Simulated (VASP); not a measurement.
# KI (Pm-3m) in VASP: further runs

The runs below take KI through single point, with r2SCAN.

Everything below comes from runs of VASP 6.6.1. Logs are shortened: lines on timing, memory, paths and dates and some standing lists are left out, and cuts for length are marked.

### 1 The structure

The structure is cubic, space group Pm-3m (No. 221). Conventional cell: a = 4.291 Å, b = 4.291 Å, c = 4.291 Å, α = 90.00°, β = 90.00°, γ = 90.00°. I (site symmetry m-3m) has 8 K at 3.72 Å as nearest neighbours. K (site symmetry m-3m) is surrounded by 8 I at 3.72 Å.

Measurements of this composition are mostly on another form, of space group No. 225.

### 2 Single point, r2SCAN

INCAR reads:

```
SYSTEM = KI
ADDGRID = .True.
ALGO = Normal
EDIFF = 1E-6
ENCUT = 450
ISIF = 2
ISMEAR = 0
LASPH = .True.
LCHARG = .False.
LMIXTAU = .True.
LREAL = .False.
LWAVE = .False.
METAGGA = R2SCAN
NBANDS = 15
NELM = 100
PREC = Accurate
SIGMA = 0.05
```

KPOINTS reads:

```
k-points
0
Gamma
  5 5 5
  0 0 0
```

POSCAR reads:

```
KI
1.0
    4.2911966600      0.0000000000      0.0000000000
    0.0000000000      4.2911966600      0.0000000000
    0.0000000000      0.0000000000      4.2911966600
I K
1 1
Direct
    0.5000000000      0.5000000000      0.5000000000
    0.0000000000      0.0000000000      0.0000000000
```

Potentials or basis: VASP PAW PBE potentials, release 64 (I, K_sv).

On the command line:

```
> cat potpaw_PBE.64/I/POTCAR potpaw_PBE.64/K_sv/POTCAR > POTCAR
> mpirun -np 1 vasp_std > vasp.out
```

OUTCAR:

```text
SYSTEM = KI
   EDIFF = 1E-6
   ENCUT = 450
   ISIF = 2
   ISMEAR = 0
   LASPH = .True.
   LREAL = .False.
   METAGGA = R2SCAN
   NELM = 100
   PREC = Accurate

 Found     10 irreducible k-points:

 Following reciprocal coordinates:
            Coordinates               Weight
  0.000000  0.000000  0.000000      1.000000
  0.200000  0.000000  0.000000      6.000000
  0.400000  0.000000  0.000000      6.000000
  0.200000  0.200000  0.000000     12.000000
  0.400000  0.200000  0.000000     24.000000
  0.400000  0.400000  0.000000     12.000000
   k-points           NKPTS =     10   k-points in BZ     NKDIM =     10   number of bands    NBANDS=     15
   number of dos      NEDOS =    301   number of ions     NIONS =      2
   total plane-waves  NPLWV =  27000
   dimension x,y,z NGX =    30 NGY =   30 NGZ =   30
   dimension x,y,z NGXF=    60 NGYF=   60 NGZF=   60
   ions per type =               1   1
   NGX,Y,Z   is equivalent  to a cutoff of  11.62, 11.62, 11.62 a.u.
   NGXF,Y,Z  is equivalent  to a cutoff of  23.24, 23.24, 23.24 a.u.
 SYSTEM =  KI
   PREC   = accura    normal or accurate (medium, high low for compatibility)
   ISTART =      0    job   : 0-new  1-cont  2-samecut
   ICHARG =      2    charge: 1-file 2-atom 10-const
   ISPIN  =      1    spin polarized calculation?
   LNONCOLLINEAR =      F non collinear calculations
   LSORBIT =      F    spin-orbit coupling
   LASPH  =      T    aspherical Exc in radial PAW
   ENCUT  =  450.0 eV  33.07 Ry    5.75 a.u.   7.42  7.42  7.42*2*pi/ulx,y,z
   NELM   =    100;   NELMIN=  2; NELMDL= -5     # of ELM steps
   EDIFF  = 0.1E-05   stopping-criterion for ELM
   LREAL  =      F    real-space projection
   EDIFFG = 0.1E-04   stopping-criterion for IOM
   NSW    =      0    number of steps for IOM
   IBRION =     -1    ionic relax: 0-MD 1-quasi-New 2-CG
   NFREE  =      0    steps in history (QN), initial steepest desc. (CG)
   ISIF   =      2    stress and relaxation
   ISYM   =      2    0-nonsym 1-usesym 2-fastsym
   POTIM  = 0.5000    time-step for ionic-motion
   TEBEG  =    0.0;   TEEND  =   0.0 temperature during run
   PSTRESS=    0.0 pullay stress
   NELECT =      16.0000    total number of electrons
   NUPDOWN=      -1.0000    fix difference up-down
   EMIN   =  10.00;   EMAX   =-10.00  energy-range for DOS
   EFERMI =   0.00;   METHOD = LEGACY
   ISMEAR =     0;   SIGMA  =   0.05  broadening in eV -4-tet -1-fermi 0-gaus
   EFERMI_NEDOS =   21; number of points for ismear=-14 and -15
   IALGO  =     38    algorithm
   IMIX   =      4    mixing-type and parameters
     AMIX     =   0.40;   BMIX     =  1.00
     AMIX_MAG =   1.60;   BMIX_MAG =  1.00
  volume/ion in A,a.u.               =      39.51       266.63
  Fermi-wavevector in a.u.,A,eV,Ry     =   0.961324  1.816639 12.573738  0.924144
  Thomas-Fermi vector in A             =   2.090686
   LORBIT       =      0    0 simple, 1 ext, 2 COOP (PROOUT), +10 PAW based schemes
   METAGGA = R2SCAN    functional components
   LHFCALC =     F    Hartree Fock is set to
   AEXX    =    0.0000 exact exchange contribution
   IVDW    =     0    specifies the selected vdW correction
   LEPSILON=     F    determine dielectric tensor
   LRPA    =     F    only Hartree local field effects (RPA)
 non-spin polarized calculation
 Gauss-broadening in eV      SIGMA  =   0.05
  energy-cutoff  :      450.00
  volume of cell :       79.02
 maximum number of plane-waves:      1743
 NGX is ok and might be reduce to    30
   NGX = 15   NGY = 15   NGZ = 15

 number of electron      16.0000000 magnetization

 Free energy of the ion-electron system (eV)
  ---------------------------------------------------
  ext. energy  EPLUGINS =         0.00000000
  ---------------------------------------------------
  free energy    TOTEN  =       -33.86183299 eV

  energy without entropy =      -33.86183299  energy(sigma->0) =      -33.86183299

 E-fermi :   0.8390     XC(G=0):  -8.0473

 val. band max:        0.5201356292   @ k =   0.4000   0.4000   0.0000
 cond. band min:       4.6156845819   @ k =   0.0000   0.0000   0.0000
 fundamental gap:      4.0955489527
 Fermi energy:         0.8390316804

 k-point     1 :       0.0000    0.0000    0.0000
  band No.  band energies     occupation
      1     -30.0064      2.00000
      2     -12.6879      2.00000
      3     -12.6879      2.00000
      4     -12.6879      2.00000
      5     -10.9131      2.00000
      6       0.2082      2.00000
      7       0.2082      2.00000
      8       0.2082      2.00000
      9       4.6157      0.00000
     10       5.8326      0.00000
     11       5.8326      0.00000
     12       9.6773      0.00000
     13       9.6773      0.00000
     14       9.6773      0.00000
     15      11.7448      0.00000

 k-point     2 :       0.2000    0.0000    0.0000
  band No.  band energies     occupation
      1     -30.0048      2.00000
      2     -12.7469      2.00000
      3     -12.6840      2.00000
      4     -12.6840      2.00000
      5     -10.8033      2.00000
      6      -0.6222      2.00000
      7       0.2362      2.00000
      8       0.2362      2.00000
      9       5.3492      0.00000
     10       6.1273      0.00000
     11       6.8009      0.00000
     12       9.5549      0.00000
     13       9.5549      0.00000
     14       9.8488      0.00000
     15      10.4627      0.00000

 k-point     3 :       0.4000    0.0000    0.0000
  band No.  band energies     occupation
      1     -30.0023      2.00000
      2     -12.8343      2.00000
      3     -12.6776      2.00000
      4     -12.6776      2.00000
      5     -10.6260      2.00000
      6      -1.5880      2.00000
      7       0.2819      2.00000
      8       0.2819      2.00000
      9       6.4552      0.00000
     10       6.9543      0.00000
     11       8.2256      0.00000
     12       8.6800      0.00000
     13       9.6549      0.00000
     14       9.6549      0.00000
     15      10.2007      0.00000

 k-point     4 :       0.2000    0.2000    0.0000
  band No.  band energies     occupation
      1     -30.0033      2.00000
      2     -12.7510      2.00000
      3     -12.7155      2.00000
      4     -12.6804      2.00000
      5     -10.7261      2.00000
      6      -0.6385      2.00000
      7      -0.3877      2.00000
      8       0.2859      2.00000
      9       5.9341      0.00000
     10       6.5887      0.00000
     11       7.2282      0.00000
     12       8.9446      0.00000
     13       9.2530      0.00000
     14      10.2939      0.00000
     15      10.5127      0.00000

 k-point     5 :       0.4000    0.2000    0.0000
  band No.  band energies     occupation
      1     -30.0008      2.00000
      2     -12.8096      2.00000
      3     -12.7109      2.00000
      4     -12.6747      2.00000
      5     -10.5989      2.00000
      6      -1.4233      2.00000
      7      -0.3295      2.00000
      8       0.3690      2.00000
      9       6.4957      0.00000
     10       6.8169      0.00000
     11       8.2055      0.00000
     12       8.7133      0.00000
     13       9.1601      0.00000
     14       9.3883      0.00000
     15      10.1141      0.00000

 k-point     6 :       0.4000    0.4000    0.0000
  band No.  band energies     occupation
      1     -29.9985      2.00000
      2     -12.7728      2.00000
      3     -12.7603      2.00000
      4     -12.6700      2.00000
      5     -10.5529      2.00000
      6      -1.1557      2.00000
      7      -1.0734      2.00000
      8       0.5201      2.00000
      9       5.3809      0.00000
     10       6.9557      0.00000
     11       8.1100      0.00000
     12       8.3371      0.00000
     13       9.5894      0.00000
     14       9.6148      0.00000
     15      11.1507      0.00000

 [... further k-points ...]

------------------------ aborting loop because EDIFF is reached ----------------------------------------

  FORCE on cell =-STRESS in cart. coord.  units (eV):
  Direction    XX          YY          ZZ          XY          YZ          ZX
  --------------------------------------------------------------------------------------
  -------------------------------------------------------------------------------------
  Total        0.0188579      0.0188579      0.0188579      0.0000000      0.0000000      0.0000000
  in kB        0.3823574      0.3823574      0.3823574      0.0000000      0.0000000      0.0000000
  external PRESSURE =       0.3823574 kB  Pullay stress =       0.0000000 kB

 VOLUME and BASIS-vectors are now :
 -----------------------------------------------------------------------------
  energy-cutoff  :      450.00
  volume of cell :       79.02
      direct lattice vectors                 reciprocal lattice vectors
     4.291196660  0.000000000  0.000000000     0.233035230  0.000000000  0.000000000
     0.000000000  4.291196660  0.000000000     0.000000000  0.233035230  0.000000000
     0.000000000  0.000000000  4.291196660     0.000000000  0.000000000  0.233035230

 POSITION                                       TOTAL-FORCE (eV/Angst)
 -----------------------------------------------------------------------------------
      2.14560      2.14560      2.14560         0.000000      0.000000      0.000000
      0.00000      0.00000      0.00000         0.000000      0.000000      0.000000
 -----------------------------------------------------------------------------------
    total drift:                                0.000000     -0.000000     -0.000000

  FREE ENERGIE OF THE ION-ELECTRON SYSTEM (eV)
  ---------------------------------------------------
  free  energy   TOTEN  =       -33.8618329913 eV

  energy  without entropy=      -33.8618329913  energy(sigma->0) =      -33.86183299
```

It took 52 s on 1 thread of Intel Xeon Platinum 8259CL at 2.50GHz (Skylake/Cascade Lake), shared host; peak memory 0.24 GiB.

The run converged, but some of its settings lie outside the range that counts as converged, so its numbers aren't taken as properties of the crystal.

What came out:

| Item | Value |
| --- | --- |
| Free energy | -33.8618 eV |
| Pressure | 0.0 GPa |
| Band gap on the k mesh | 4.10 eV, indirect (least direct gap 4.41 eV) |

Caveat: the PAW data sets were made with another functional, which shifts forces and pressure a little; spin-orbit coupling is left out, which moves the levels of the heavy elements; an odd mesh through Γ misses points on the zone boundary, where band edges often lie.

### 3 Single point, r2SCAN

INCAR is that of step 2.

KPOINTS is that of step 2.

POSCAR reads:

```
KI
1.0
    4.2911966600      0.0000000000      0.0000000000
    0.0000000000      4.2911966600      0.0000000000
    0.0000000000      0.0000000000      4.2911966600
I K
1 1
Direct
    0.5065330000      0.4906340000      0.4946390000
   -0.0062690000      0.0032140000     -0.0010130000
```

Potentials or basis: VASP PAW PBE potentials, release 64 (I, K_sv).

On the command line:

```
> cat potpaw_PBE.64/I/POTCAR potpaw_PBE.64/K_sv/POTCAR > POTCAR
> mpirun -np 1 vasp_std > vasp.out
```

Wall time 3 min (1 thread of Intel Xeon Platinum 8259CL at 2.50GHz (Skylake/Cascade Lake), shared host); peak memory 0.27 GiB.

The run converged, but some of its settings lie outside the range that counts as converged, so its numbers aren't taken as properties of the crystal.

What came out:

* Free energy: -33.8598 eV
* Pressure: 0.1 GPa
* Largest force: 0.051 eV/Å
* Band gap on the k mesh: 4.10 eV, indirect (least direct gap 4.41 eV)

Caveat: the PAW data sets were made with another functional, which shifts forces and pressure a little; spin-orbit coupling is left out, which moves the levels of the heavy elements; an odd mesh through Γ misses points on the zone boundary, where band edges often lie.

### 4 Single point, r2SCAN

Changes to INCAR since step 3:

```diff
@@ -1,3 +1,3 @@
 SYSTEM = KI
-ADDGRID = .True.
+ADDGRID = .False.
 ALGO = Normal
@@ -7,3 +7,3 @@
 ISMEAR = 0
-LASPH = .True.
+LASPH = .False.
 LCHARG = .False.
```

KPOINTS is that of step 3.

POSCAR reads:

```
KI
1.0
    4.2911966600      0.0000000000      0.0000000000
    0.0000000000      4.2911966600      0.0000000000
    0.0000000000      0.0000000000      4.2911966600
I K
1 1
Direct
    0.5000000000      0.5000000000      0.5000000000
    0.0000000000      0.0000000000      0.0000000000
```

On the command line:

```
> cat potpaw_PBE.64/I/POTCAR potpaw_PBE.64/K_sv/POTCAR > POTCAR
> mpirun -np 1 vasp_std > vasp.out
```

It took 36 s on 1 thread of Intel Xeon Platinum 8259CL at 2.50GHz (Skylake/Cascade Lake), shared host; peak memory 0.17 GiB.

The run converged, but some of its settings lie outside the range that counts as converged, so its numbers aren't taken as properties of the crystal.

What came out:

| Property | Result |
| --- | --- |
| Free energy | -33.8618 eV |
| Pressure | 0.0 GPa |
| Band gap on the k mesh | 4.10 eV, indirect (least direct gap 4.41 eV) |

Caveat: the PAW data sets were made with another functional, which shifts forces and pressure a little; spin-orbit coupling is left out, which moves the levels of the heavy elements; an odd mesh through Γ misses points on the zone boundary, where band edges often lie.

### 5 For comparison

An earlier run on the cell as given: functional PBE; potentials or basis VASP PAW PBE potentials, release 64 (I, K_sv); cutoff 520 eV; k mesh 6 × 6 × 6; occupations fermi-dirac, width 0.05 eV; no spin polarisation.

- Pressure: 0.5 GPa
- Band gap on the k mesh: 3.33 eV, indirect (least direct gap 3.69 eV)
